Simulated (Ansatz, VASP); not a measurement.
One calculation of MgSi2N2, two programs

```xyz
5
Lattice="-1.9591 1.9591 4.4891 1.9591 -1.9591 4.4891 1.9591 1.9591 -4.4891" Properties=species:S:1:pos:R:3 pbc="T T T"
Mg    0.0000    0.0000    0.0000
Si    0.0000    0.0000    3.3668
Si    0.0000    0.0000    5.6113
N     0.0000    1.9591    2.2445
N     1.9591    0.0000    2.2445
```

Change from the starting cell: species swapped into the SrSi2Pd2 type (I4/mmm, No. 139).

Alike in both runs: task single point; functional PBE; k mesh 6 × 6 × 6; occupations gaussian, width 0.1 eV; collinear spin.

|  | VASP | Ansatz |
| --- | --- | --- |
| version | VASP 6.6.1 | Ansatz 0.2.0 |
| potentials or method | VASP PAW PBE potentials, release 64 (Mg, Si, N) | scalar-relativistic, plane waves, PAW |
| plane-wave cutoff (eV) | 520 | 420 |
| valence electrons in the cell | 20 | 28 |

```csv
,VASP,Ansatz,Ansatz less VASP
gap on the k mesh at the Fermi level (eV),none,none,-
pressure (GPa),-19.8,-19.6,+0.12
largest component of the traceless stress (GPa),2.11,2.07,-0.038
rms of the force components (eV/Å),1.827,1.835,+0.0084
net moment per atom (μB),0.00,0.00,0.000
```

Atom by atom the forces differ by 0.008 eV/Å (rms over components). A gap of «none» marks a metal or a gap that the smearing closes. The functional is the same, so the differences come from potentials, cutoffs and numerics. The two sets of potentials don't hold the same shells in valence. Ansatz warned: «seeded_moment_not_kept».

Caveats: the k mesh is coarse (spacing up to 0.38 Å⁻¹), so the values aren't converged; so large a pressure means that the cell lies far from this level's equilibrium, or that cutoff or potentials fall short (VASP); forces of over 1 eV/Å show positions far from the minimum, so gaps and moduli don't describe the material at rest.
